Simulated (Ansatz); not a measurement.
# ZnC3: one candidate structure

Where does ZnC3 go from the start given, A15 type (Pm-3n, No. 223)?

Program: Ansatz 0.2.0. Level of theory: DFT PBE, scalar-relativistic, plane waves, PAW. These are calculated values, not measurements.

### 1 The structure to begin with

The structure is cubic, space group Pm-3n (No. 223). The conventional cell has a = 4.240 Å, b = 4.240 Å, c = 4.240 Å, α = 90.00°, β = 90.00°, γ = 90.00°. Around Zn (site symmetry m-3) lie 12 C at 2.37 Å. C (site symmetry -4m2) is surrounded by 2 C at 2.12 Å and 4 Zn at 2.37 Å.

Structure file:

```cif
data_structure
_symmetry_space_group_name_H-M 'Pm-3n'
_symmetry_Int_Tables_number 223
_cell_length_a 4.2403
_cell_length_b 4.2403
_cell_length_c 4.2403
_cell_angle_alpha 90.000
_cell_angle_beta 90.000
_cell_angle_gamma 90.000
_cell_volume 76.24
loop_
_atom_site_label
_atom_site_type_symbol
_atom_site_symmetry_multiplicity
_atom_site_Wyckoff_symbol
_atom_site_fract_x
_atom_site_fract_y
_atom_site_fract_z
_atom_site_occupancy
Zn1 Zn 2 a 0.00000 0.00000 0.00000 1
C1 C 6 c 0.00000 0.50000 0.25000 1
```

(A quick probe on a coarse mesh, which set the mesh and smearing, is not shown.)

### 3 Coarse relaxation

input.yaml

```yaml
crystal:
  lattice:
    - [4.2402975649, 0.0, 0.0]
    - [0.0, 4.2402975649, 0.0]
    - [0.0, 0.0, 4.2402975649]
  atoms:
    - { symbol: Zn, position: [0.0, 0.0, 0.0] }
    - { symbol: Zn, position: [0.5, 0.5, 0.5] }
    - { symbol: C, position: [0.0, 0.5, 0.25] }
    - { symbol: C, position: [0.0, 0.5, 0.75] }
    - { symbol: C, position: [0.25, 0.0, 0.5] }
    - { symbol: C, position: [0.75, 0.0, 0.5] }
    - { symbol: C, position: [0.5, 0.75, 0.0] }
    - { symbol: C, position: [0.5, 0.25, 0.0] }
basis:
  ecutwfc: 420
kpoints:
  mp_grid: { grid: [4, 4, 4] }
hamiltonian:
  xc: pbe
scf:
  occupations: { method: gaussian, width: 0.1 }
  lower_state_search: "off"
output:
  forces: true
  stress: true
  eigenvalues: true
relax:
  adjacent_minimum: "off"
  f_tol: 0.04
  max_steps: 70
  cell: { stress_tol: 0.4 }
```

The session goes on with these runs: relaxing cell and atoms; stability test: the unmoved cell on a coarse mesh; random kick, then relaxation.

What does the calculation give?

The runs gave:

Formation energies count from the elements, computed with the same settings in runs not shown here.

```
                          quantity                                                                      value
                              cell  a = 4.163 Å, b = 4.163 Å, c = 4.163 Å, α = 90.00°, β = 90.00°, γ = 90.00°
                       space group                                                            Pm-3n (No. 223)
                            volume                                                               9.02 Å³/atom
                   gap on the mesh                                                               none (metal)
formation energy from the elements                                                             +3.238 eV/atom
```

The space group stayed Pm-3n, and from the first guess the volume went from 9.53 to 9.02 Å³/atom. The formation energy of +3.24 eV/atom is positive, so the elements lie lower than this structure; another structure of the compound can lie lower.
